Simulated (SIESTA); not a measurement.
**Input and output of a self-consistent single point for LiI (Fm-3m, 2 atoms in the cell) (SIESTA)**

Method: GGA PBE, numerical atomic orbitals DZP, PseudoDojo PBE standard norm-conserving potentials (rewritten from UPF to PSML) (SIESTA).

Input as run:

```
# files in the folder: Li.psml I.psml (PseudoDojo PBE standard)
SystemName  LiI
SystemLabel siesta

NumberOfAtoms                2
NumberOfSpecies              2
%block ChemicalSpeciesLabel
  1 3 Li
  2 53 I
%endblock ChemicalSpeciesLabel
LatticeConstant              4.140076 Ang
%block LatticeVectors
     0.000000000    0.707106826    0.707106826
     0.707106826    0.000000000    0.707106826
     0.707106826    0.707106826    0.000000000
%endblock LatticeVectors
AtomicCoordinatesFormat      Ang
%block AtomicCoordinatesAndAtomicSpecies
     0.000000000    0.000000000    0.000000000  1
     2.927476000    2.927476000    2.927476000  2
%endblock AtomicCoordinatesAndAtomicSpecies

XC.functional                GGA
XC.authors                   PBE
PAO.BasisSize                DZP
PAO.EnergyShift              0.01 Ry
PAO.Polarization.NonPerturbative true
MeshCutoff                   400 Ry
%block kgrid.MonkhorstPack
    8   0   0  0.0
    0   8   0  0.0
    0   0   8  0.0
%endblock kgrid.MonkhorstPack
OccupationFunction           FD
ElectronicTemperature        10 K

MaxSCFIterations             150
SCF.Mixer.Method             Pulay
SCF.Mixer.Weight             0.25
SCF.Mixer.History            6
SCF.DM.Tolerance             1.0E-04
Diag.ParallelOverK           true
WriteForces                  true
Charge.Mulliken              end
```

Output (repeated stretches shortened):

```
reinit: Reading from file input.fdf

reinit: System Name: LiI
reinit: System Label: siesta

coor:   Atomic-coordinates input format  =     Cartesian coordinates
coor:                                          (in Angstroms)

siesta: Atomic coordinates (Bohr) and species
siesta:      0.00000   0.00000   0.00000  1        1
siesta:      5.53213   5.53213   5.53213  2        2

siesta: System type = bulk

initatomlists: Number of atoms, orbitals, and projectors:      2    19    40

siesta: ******************** Simulation parameters ****************************
redata: Spin configuration                          = none
redata: Time-Reversal Symmetry                      = T
redata: Number of Atomic Species                    =        2
redata: Mesh Cutoff                                 =   400.0000 Ry
redata: Net charge of the system                    =     0.0000 |e|
redata: Min. number of SCF Iter                     =        0
redata: Max. number of SCF Iter                     =      150
redata: SCF convergence failure will abort job
redata: SCF mix quantity                            = Hamiltonian
redata: Mix DM or H after convergence               =   F
redata: Recompute H after scf cycle                 =   F
redata: Mix DM in first SCF step                    =   T
redata: No kicks to SCF
redata: DM Mixing Weight for Kicks                  =     0.5000
redata: Require Harris convergence for SCF          =   F
redata: Harris energy tolerance for SCF             =     0.000100 eV
redata: Require DM convergence for SCF              =   T
redata: DM tolerance for SCF                        =     0.000100
redata: Require EDM convergence for SCF             =   F
redata: EDM tolerance for SCF                       =     0.001000 eV
redata: Require H convergence for SCF               =   T
redata: Hamiltonian tolerance for SCF               =     0.001000 eV
redata: Require (free) Energy convergence for SCF   =   F
redata: (free) Energy tolerance for SCF             =     0.000100 eV
redata: Using DFT-D3 dispersion                     =   F
redata: Using Saved Data (generic)                  =   F
redata: Method of Calculation                       = Diagonalization
redata: Electronic Temperature                      =    10.0000 K
redata: Number of TDED substeps                     =        3
redata: Dynamics option                             = Single-point calculation
redata: Save all siesta data in one NC              =   F
redata: ***********************************************************************

%block SCF.Mixers
  Pulay
%endblock SCF.Mixers

%block SCF.Mixer.Pulay
  # Mixing method
  method pulay
  variant stable

  # Mixing options
  weight 0.2500
  weight.linear 0.2500
  history 6
%endblock SCF.Mixer.Pulay

DM_history_depth set to one: no extrapolation allowed by default for geometry relaxation
Size of DM history Fstack: 1
Total number of electrons:    10.000000
Total ionic charge:    10.000000

* ProcessorY, Blocksize:    1  20

* Orbital distribution balance (max,min):    19    19

k-point displ. along   1 input, could be:     0.00    0.50
k-point displ. along   2 input, could be:     0.00    0.50
k-point displ. along   3 input, could be:     0.00    0.50
 Kpoints in:          320 . Kpoints trimmed:          296

siesta: k-grid: Number of k-points = 296
siesta: k-points from Monkhorst-Pack grid
siesta: k-cutoff (effective) =    16.560 Ang
siesta: k-point supercell and displacements
siesta: k-grid:     8     0     0      0.000
siesta: k-grid:     0     8     0      0.000
siesta: k-grid:     0     0     8      0.000

diag: Algorithm                                     = D&C
diag: Parallel over k                               =   F
diag: Use parallel 2D distribution                  =   F
diag: Parallel block-size                           = 20
diag: Parallel distribution                         =     1 x     1
diag: Used triangular part                          = Lower
diag: Absolute tolerance                            =  0.100E-15
diag: Orthogonalization factor                      =  0.100E-05
diag: Memory factor                                 =  1.0000

superc: Internal auxiliary supercell:     7 x     7 x     7  =     343
superc: Number of atoms, orbitals, and projectors:    686   6517  13720

                        Single-point calculation

superc: Internal auxiliary supercell:     7 x     7 x     7  =     343
superc: Number of atoms, orbitals, and projectors:    686   6517  13720

outcell: Unit cell vectors (Ang):
        0.000000    2.927476    2.927476
        2.927476    0.000000    2.927476
        2.927476    2.927476    0.000000

outcell: Cell vector modules (Ang)   :    4.140076    4.140076    4.140076
outcell: Cell angles (23,13,12) (deg):     60.0000     60.0000     60.0000
outcell: Cell volume (Ang**3)        :     50.1776
new_DM -- step:     1
Initializing Density Matrix...

Attempting to read DM from file... Failed...
DM filled with atomic data:

InitMesh: MESH = 48 x 48 x 48 = 110592
InitMesh: Mesh cutoff (required, used) =   400.000   557.262 Ry

stepf: Fermi-Dirac step function

        iscf     Eharris(eV)        E_KS(eV)     FreeEng(eV)     dDmax    Ef(eV) dHmax(eV)
   scf:    1     -549.082472     -549.242376     -549.242376  0.668011 -5.837708  0.905926
   scf:    2     -549.292289     -549.268687     -549.268687  0.029120 -5.855336  0.522512
   scf:    3     -549.291197     -549.282402     -549.282402  0.036040 -5.908011  0.109489
   scf:    4     -549.282478     -549.282447     -549.282447  0.008273 -5.987937  0.007851
   scf:    5     -549.282448     -549.282448     -549.282448  0.000796 -5.990429  0.002431
   scf:    6     -549.282449     -549.282449     -549.282449  0.000223 -5.989479  0.000055
   scf:    7     -549.282449     -549.282449     -549.282449  0.000001 -5.989498  0.000024

SCF Convergence by DM+H criterion
max |DM_out - DM_in|         :     0.0000012871
max |H_out - H_in|      (eV) :     0.0000243758
SCF cycle converged after 7 iterations

Using DM_out to compute the final energy and forces

siesta: E_KS(eV) =             -549.2824

siesta: E_KS - E_eggbox =      -549.2824

siesta: Atomic forces (eV/Ang):
     1   -0.000000   -0.000000   -0.000000
     2    0.000000    0.000000    0.000000
   Tot    0.000000    0.000000    0.000000
   Max    0.000000
   Res    0.000000    sqrt( Sum f_i^2 / 3N )
   Max    0.000000    constrained

Stress tensor Voigt[x,y,z,yz,xz,xy] (kbar):      -20.38      -20.38      -20.38       -0.04       -0.04       -0.04
(Free)E + p*V (eV/cell)     -548.6440
Target enthalpy (eV/cell)     -549.2824

siesta: Program's energy decomposition (eV):
siesta: Ebs     =      -185.187970
siesta: Eions   =       732.030763
siesta: Ena     =       176.944931
siesta: Ekin    =       228.313250
siesta: Enl     =       -71.807995
siesta: Eso     =         0.000000
siesta: Edftu   =         0.000000
siesta: DEna    =         4.348274
siesta: DUscf   =         0.053146
siesta: DUext   =         0.000000
siesta: Ex      =      -141.784290
siesta: Ec      =       -13.319001
siesta: Exc     =      -155.103291
siesta: Eharris =      -549.282449
siesta: Etot    =      -549.282449
siesta: FreeEng =      -549.282449

siesta: Stress tensor (static) (eV/Ang**3):
siesta:    -0.012723   -0.000025   -0.000025
siesta:    -0.000025   -0.012723   -0.000025
siesta:    -0.000025   -0.000025   -0.012723

siesta: Cell volume =         50.177616 Ang**3

siesta: Pressure (static):
siesta:                Solid            Molecule  Units
siesta:           0.00013857          0.00013857  Ry/Bohr**3
siesta:           0.01272330          0.01272329  eV/Ang**3
siesta:          20.38496633         20.38496547  kBar

mulliken: Atomic and Orbital Populations:

Species: Li
Atom  Qatom  Qorb
               1s      2s      2s      2py     2pz     2px
   1  3.461   2.009   0.645  -0.109   0.306   0.306   0.306

Species: I
Atom  Qatom  Qorb
               5s      5s      5py     5pz     5px     5py     5pz     5px
               5dxy    5dyz    5dz2    5dxz    5dx2-y2
   2  6.539   1.581   0.145   1.380   1.380   1.380   0.208   0.208   0.208
              0.012   0.012   0.007   0.012   0.007

mulliken: Qtot =       10.000

Mulliken Atomic Populations:
Atom #   charge [q] valence [e]  Species
     1    -0.461400    3.461400  Li
     2     0.461400    6.538600  I
 Total     0.000000
```

The run converged in 7 iterations.

The starting cell comes from a database of computed structures (which also holds hypothetical and non-ambient phases and stackings), without a prior relaxation at this level. Its lattice was rescaled by a random factor within 2.5 % of one. Values carry the incompleteness of an atom-centred basis.
